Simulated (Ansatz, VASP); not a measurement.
# One calculation of Zn, two programs

```
CELL_PARAMETERS angstrom
0.00000 1.84087 1.84087
1.84087 0.00000 1.84087
1.84087 1.84087 0.00000
ATOMIC_POSITIONS crystal
Zn 0.00000 0.00000 0.00000
```

Alike in both runs: task single point; functional LDA; k mesh 16 × 16 × 16; occupations fermi-dirac, width 0.1 eV; no spin polarisation.

```csv
,VASP,Ansatz
version,VASP 6.6.1,Ansatz 0.2.0
potentials or method,"VASP PAW LDA potentials, release 64 (Zn)","plane waves (420 eV) with PAW, scalar-relativistic"
plane-wave cutoff (eV),520,420
valence electrons in the cell,12,12
```

Ansatz gave:

```
pressure (GPa) : 9.8
```

Task: Estimate VASP's values.

Result: Pressure (GPa): 11.0.

Ansatz warned: «pseudo_functional_mismatch».
